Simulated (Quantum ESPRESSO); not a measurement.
## MoS2: zone-centre phonons and dielectric response under several settings

```xyz
6
Lattice="3.1690 0.0000 0.0000 -1.5845 2.7444 0.0000 0.0000 0.0000 12.3240" Properties=species:S:1:pos:R:3 pbc="T T T"
Mo    1.5845    0.9148    9.2430
Mo    0.0000    1.8296    3.0810
S     1.5845    0.9148    4.6461
S     0.0000    1.8296   10.8081
S     1.5845    0.9148    1.5159
S     0.0000    1.8296    7.6779
```

All runs used Quantum ESPRESSO 7.5; k mesh 8 × 8 × 2, shifted; relaxed cell; no spin polarisation; occupations smeared at first, fixed for the response.

```csv
level,potentials,cutoff (eV),volume (Å³/atom),lowest optical mode without the field (cm⁻¹),highest optical mode without the field (cm⁻¹),ε∞ (mean),ε0 (mean),Born charge of atom 1 (e)
LDA,JTH 2.0 LDA,707,16.98,35,475,12.74,12.9,-1.04
PBEsol,GBRV 1.5 PBEsol,612,?,?,?,?,?,?
LDA,PseudoDojo 0.4.1 SR LDA stringent,1088,16.99,35,475,12.73,12.9,-1.05
```

**Question.** What stands in the row left open?

**Answer.** Volume 17.77 Å³/atom; lowest optical mode without the field 27 cm⁻¹; highest optical mode without the field 471 cm⁻¹; ε∞ 12.00; ε0 12.2; Born charge of atom 1 -0.96 e.

Caveats: the layers were relaxed without a dispersion term, so their spacing and the soft interlayer modes are unreliable; this functional lacks dispersion, which binds the layers, so the pressure and a relaxed spacing across them are unreliable (some runs).

For the row left open. Caveat: the mesh is thin for the dielectric tensor, Born charges and intensities, which usually come out too large; the layers were relaxed without a dispersion term, so their spacing and the soft interlayer modes are unreliable; this functional lacks dispersion, which binds the layers, so the pressure and a relaxed spacing across them are unreliable.
